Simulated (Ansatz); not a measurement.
(100) slab cut from the bulk of Ti, Im-3m (No. 229); the slab's formula is Ti:

```
Ti
1.0
     3.25179    0.00000    0.00000
     0.00000    3.25179    0.00000
     0.00000    0.00000   24.75537
Ti
7
Direct
  0.50000 0.50000 0.30296
  0.00000 0.00000 0.36864
  0.50000 0.50000 0.43432
  0.00000 0.00000 0.50000
  0.50000 0.50000 0.56568
  0.00000 0.00000 0.63136
  0.50000 0.50000 0.69704
```

All numbers below come from DFT r2SCAN, scalar-relativistic, plane waves, PAW in Ansatz 0.2.0. Plane waves to 500 eV, a k mesh through Γ of 11×11×1 on the computed 7-atom cell and Gaussian smearing (0.10 eV); no spin polarisation. A dipole correction removes the field between periodic images along c.

(1) What forces act on the atoms?

Results:

(1)
| atom | Fx (eV/Å) | Fy (eV/Å) | Fz (eV/Å) |
| --- | --- | --- | --- |
| Ti1 | 0.000 | 0.000 | 0.492 |
| Ti2 | 0.000 | 0.000 | -0.440 |
| Ti3 | 0.000 | 0.000 | -0.001 |
| Ti4 | 0.000 | 0.000 | 0.000 |
| Ti5 | 0.000 | 0.000 | 0.001 |
| Ti6 | 0.000 | 0.000 | 0.440 |
| Ti7 | 0.000 | 0.000 | -0.492 |

The reference crystal is the bcc form of Ti, which isn't its usual structure.

Cost: 1 run of about 0.43 core-minutes, on AMD EPYC 9R45 (Zen 5) (shared hosts).